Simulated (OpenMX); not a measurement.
Sn in OpenMX: the effect of biaxial strain

Crystal: Sn.

```
Sn
1.0
    -1.94802    1.94802    1.66076
     1.94802   -1.94802    1.66076
     1.94802    1.94802   -1.66076
Sn
1
Direct
  0.00000 0.00000 0.00000
```

This isn't the form of Sn at room conditions, which is tetragonal (white tin).

Alike in all runs:

```yaml
Program: OpenMX 3.8.5
Task: single point
Functional: PBE
Potentials_or_basis: OpenMX 2013 PBE set, Sn7.0-s3p2d2, grid cutoff 500 Ry
k_mesh: 7 × 7 × 7
Occupations: fermi-dirac, width 0.05 eV
Spin: no spin polarisation
```

| biaxial strain | pressure (GPa) |
| --- | --- |
| -4 % | 0.9 |
| -2 % | ? |
| 0 % | -10.8 |
| 2 % | -11.4 |
| 4 % | -1.1 |

Problem. What does the run with biaxial strain -2 % give?

Solution. Pressure -4.8 GPa.

Worked out: A parabola through the other rows of the pressure, of slope -3.28 GPa per % there, gives -8.4 GPa, against the run's -4.8.

Caveats: the pressure doesn't fall as the volume grows, so the stress is unreliable here; the basis of atomic orbitals isn't converged, which shifts pressures, moduli and gaps.
